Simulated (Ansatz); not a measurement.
HfO₂ at a changed volume — electric field gradients

The cell is an entry of the Crystallography Open Database (COD), relaxed with PBE at fixed cell and then changed (volume scaled by 0.98).

Space group P2_1/c (No. 14); a = 5.0836, b = 5.1509, c = 5.2486 Å, β = 99.35°.

```csv
site,Wyckoff,site symmetry,x,y,z
Hf,4e,1,0.2767,0.0419,0.2081
O5,4e,1,0.4466,0.7584,0.4803
O9,4e,1,0.0726,0.3393,0.3389
```

One atom of each set is listed.

The numbers come from a DFT calculation in Ansatz (PBE, plane waves and PAW, scalar-relativistic, 420 eV cutoff, Γ-centred 4×4×4 k-points, Fermi–Dirac smearing 0.02 eV).

Conventions: |V_zz| ≥ |V_yy| ≥ |V_xx|, η = (V_xx − V_yy)/V_zz, C_Q = eQV_zz/h. ν_Q = 3|C_Q|/[2I(2I − 1)].

179Hf: I = 9/2, Q = 3793 mb; ¹⁷O: I = 5/2, Q = -25.58 mb. Q values from Pyykkö, Mol. Phys. 116, 1328 (2018).

(1) Which values are expected at the nuclei?

## Answers

(1) 

| site | atoms | first shell | C_Q (MHz) | η | ν_Q (MHz) |
| --- | --- | --- | --- | --- | --- |
| Hf | 4 | 7 O at 2.03–2.23 Å | 1200 | 0.16 | 50.0 |
| O5 | 4 | 4 Hf at 2.13–2.23 Å | -0.673 | 0.96 | 0.101 |
| O9 | 4 | 3 Hf at 2.03–2.13 Å | 0.712 | 0.93 | 0.107 |

Without spin–orbit coupling the gradients at and beside Hf can be off by some per cent, at some sites by more. At this changed cell the PBE pressure is 10 GPa. Where η is near 1 the sign of V_zz means little.

The run took 23 s of wall time (23 s of CPU time) and 0.67 GiB at its peak, on 1 thread of Intel Xeon Platinum 8375C CPU @ 2.90GHz (Ice Lake) (x86_64; 16 cores open to the job, memory cap 3.0 GiB, no GPU), a shared host with a load of 0.4 a core.
